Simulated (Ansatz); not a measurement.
A single-point calculation of BeTe (h-MgO type) (no longer in that coordination) with the plane-wave code Ansatz, at the level r2SCAN. The cell was relaxed with r2SCAN and then strained (uniaxial +1.87 % along x, other directions held), with the atoms relaxed again with r2SCAN; k points keep the names of the unstrained zone.

The input:
```yaml
crystal:
  lattice:
    - [4.1062296832, 0.0, 0.0]
    - [-2.0531148416, 3.4908208692, 0.0]
    - [0.0, 0.0, 8.1440451829]
  atoms:
    - { symbol: Be, position: [0.33441029, 0.6688205801, 0.25] }
    - { symbol: Be, position: [0.66558971, 0.3311794199, 0.75] }
    - { symbol: Te, position: [0.6696276215, 0.3392552429, 0.25] }
    - { symbol: Te, position: [0.3303723785, 0.6607447571, 0.75] }
kpoints:
  mp_grid: { grid: [12, 12, 4] }
  band_path:
    path:
      - [0.0, 0.0, 0.0]
      - [0.5, 0.0, 0.0]
      - [0.3333333333, 0.3333333333, 0.0]
      - [0.0, 0.0, 0.5]
      - [0.5, 0.0, 0.5]
      - [0.3333333333, 0.3333333333, 0.5]
      - [0.0, -0.5, 0.25]
      - [-0.177083, 0.447917, 0.0]
      - [-0.5, 0.0, 0.3125]
    npoints: 1
hamiltonian:
  xc: r2scan
scf:
  occupations: { method: fixed }
  n_extra_bands: 5
output:
  forces: true
  stress: true
  eigenvalues: true
```

Command: `ansatz run input.yaml --threads 4 --pin off --max-ram 3686MiB --backend cpu --events-out ev --progress --plain --runs-dir out`.

Question: Predict the output.

Answer: The log, with set-up remarks and timings taken out:
```
Pseudopotential: Be, paw, valence charge 2, recommended cutoff 500 eV (meta_gga)
Pseudopotential: Te, paw, valence charge 16, recommended cutoff 500 eV (meta_gga)
Functional definition: r2SCAN
Crystal: 4 atoms, lattice volume = 116.738 Å³
Basis set: ecut = 500 eV, 2983 PW (Γ)
Bands: 23, of which v1, the nominal top of the filled ones, is band 18 counted from 1 (17 counted from 0)
Symmetry: 8 space group operations
Space group: Cmcm (ITA 63)
k-points: 129 of 576
preconditioner: auto → Resta (q_TF=auto, 2.243 Å⁻¹)  ε∞=3.2  [insulator: Δε(μ)=2.999 eV  ℏωp=13.7 eV]
SCF converged after 7 iterations
Free energy (F): -14177.235020 eV
Fermi energy:    3.825471 eV
--- Per-component energies (eV) ---
  E_band       = -660.419666
  E_kinetic    = 395.073508
  E_local      = -3311.894262
  E_nonlocal   = -610.621004
  E_hartree    = 1951.947430
  E_xc         = -264.903999
  E_vxc        = -263.146923
  E_paw        = -9496.632201
  E_vpaw       = -788.976476
  E_vtau       = 15.250689
  E_ewald      = -2840.750069
  E_core_change = 0.545657
--- Stress (GPa, compression-positive) ---
       -2.383188       0.000000       0.000000
        0.000000      -0.921865       0.000000
        0.000000       0.000000      -0.079430
  P = ⅓ Tr σ = -1.1282 GPa (-11.282 kbar)
```
The trailing digits, and the zero of the energies, depend on the potentials and thresholds.

Levels at the listed points, from bands.tsv (eV from the Fermi energy, bands near the gap, counted from 0):
```tsv
# k_distance	band_13	band_14	band_15	band_16	band_17	band_18	band_19	band_20	band_21
# fermi_ev = 3.825471
# [0, 0, 0] at k_distance = 0.000000
# [0.5, 0, 0] at k_distance = 0.887597
# [0.3333333333, 0.3333333333, 0] at k_distance = 1.404820
# [0, 0, 0.5] at k_distance = 2.508851
# [0.5, 0, 0.5] at k_distance = 3.396448
# [0.3333333333, 0.3333333333, 0.5] at k_distance = 3.913671
# [0, -0.5, 0.25] at k_distance = 5.794376
# [-0.177083, 0.447917, 0] at k_distance = 7.376535
# [-0.5, 0, 0.3125] at k_distance = 8.603442
# levels_relative_to = fermi_ev
0.000	-0.864	-0.716	-0.676	-0.671	-0.531	3.873	3.937	4.818	4.927
0.888	-4.629	-2.128	-1.887	-1.211	-0.183	3.208	3.387	3.959	4.529
1.405	-4.228	-3.800	-3.467	-0.494	-0.485	3.883	3.886	5.192	6.856
2.509	-2.072	-0.770	-0.770	-0.625	-0.625	4.109	4.109	4.992	4.992
3.396	-4.738	-2.011	-2.011	-0.549	-0.549	3.209	3.209	3.676	3.676
3.914	-4.268	-3.641	-3.641	-0.233	-0.233	3.183	3.183	6.280	6.280
5.794	-4.638	-2.266	-2.093	-0.965	-0.167	3.044	3.238	3.669	4.038
7.377	-4.008	-2.776	-2.537	-1.558	0.009	3.647	4.796	5.023	5.313
8.603	-4.686	-2.077	-1.943	-0.902	-0.281	3.004	3.507	3.767	3.851
```
In order the rows are Γ, M, K, A, L, H, (0, -1/2, 1/4), (-0.177, 0.448, 0), (-1/2, 0, 0.312).

The r2SCAN gap is indirect, 3.00 eV (k = (-0.177, 0.448, 0) to k = (-1/2, 0, 0.312)), below the direct gap of 3.21 eV at k = (0, -1/2, 1/4). The gap is the least over the mesh and the extra points. The mean pressure at these positions is -1.13 GPa, compression counted positive.

(Calculated; spin-unpolarised; the phase may be known or hypothetical.)

No spin-orbit coupling is included; it can move band edges with weight on the heavy atoms by tenths of an eV.
